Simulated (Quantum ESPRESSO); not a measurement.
# Dipole at the next field: honeycomb InP, 3 layers, AB stacking

How the rows were computed: Quantum ESPRESSO 7.5, vdW-DF-cx, GBRV ultrasoft, PBE files; sawtooth field along the normal with dipole correction, ions clamped, threshold 1e-9 Ry; cell area 15.282 Å².

| field (V/Å) | dipole (e Å a cell) |
| --- | --- |
| 0 | 0.21155 |
| 0.1 | 0.29901 |
| 0.2 | 0.38614 |

To predict: What is the dipole at −0.2 V/Å, and what electrostatic thickness 4πα/A follows from the rows?

**Worked estimate.** The slope is (0.38614 − (0.21155))/0.2 = 0.8729 e Å²/V, so 4πα/A = 180.95 × 0.8729/15.282 = 10.34 Å. Linear response gives p = 0.21155 + 0.8729 × (−0.2) = 0.03696 e Å; a parabola through the three rows gives 0.03564.

What the calculation gave: p = 0.03562 e Å. The line misses by 0.8 % of the induced dipole and the parabola by 0.0 %. The response is linear over this range.

**Limits.** Electrons alone respond; local and semilocal functionals tend to overscreen.
